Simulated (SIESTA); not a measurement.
Crystal: ZnS (Wurtzite-6H).

```
Zn S
1.0
     3.81200    0.00000    0.00000
    -1.90600    3.30129    0.00000
     0.00000    0.00000   18.68999
Zn S
6 6
Direct
  0.33333 0.66667 0.83333
  0.66667 0.33333 0.33333
  0.66667 0.33333 0.66667
  0.33333 0.66667 0.16667
  0.00000 0.00000 0.50000
  0.00000 0.00000 0.00000
  0.33333 0.66667 0.95833
  0.66667 0.33333 0.45833
  0.66667 0.33333 0.79167
  0.33333 0.66667 0.29167
  0.00000 0.00000 0.62500
  0.00000 0.00000 0.12500
```

Base run:

| Item | Value |
| --- | --- |
| Program | SIESTA 5.4.2 |
| Functional | LDA |
| Potentials or basis | PseudoDojo 0.4 standard (LDA files) |
| Basis | DZP (energy shift 0.003 Ry; two zetas on semicore shells) |
| Grid cutoff | 800 Ry |
| Energy shift | 0.003 Ry |
| k mesh | 8 × 8 × 2 |
| Occupations | fermi-dirac, width 0.05 eV |
| Spin | no spin polarisation |

Its results: band gap on the k mesh 2.32 eV, direct; pressure -3.3 GPa; largest force 0.028 eV/Å.

Question: The run is repeated on the same cell with these changes: functional from LDA to AM05; potentials or basis from PseudoDojo 0.4 standard (LDA files) to PseudoDojo 0.4 standard (PBEsol files). What comes out?

Answer: Band gap on the k mesh 2.50 eV, direct; pressure -0.4 GPa; largest force 0.026 eV/Å.

Caveats: short orbitals over semicore shells can move pressures by several GPa; the valence orbitals were made in a potential fitted to the semicore shell under them, which widens gaps by tenths of an eV or more; the cell's inner coordinates are idealised or old, which leaves forces on the atoms; the basis of atomic orbitals isn't converged, which shifts pressures, moduli and gaps; the potentials were made for another functional, which shifts forces and pressure (some runs).
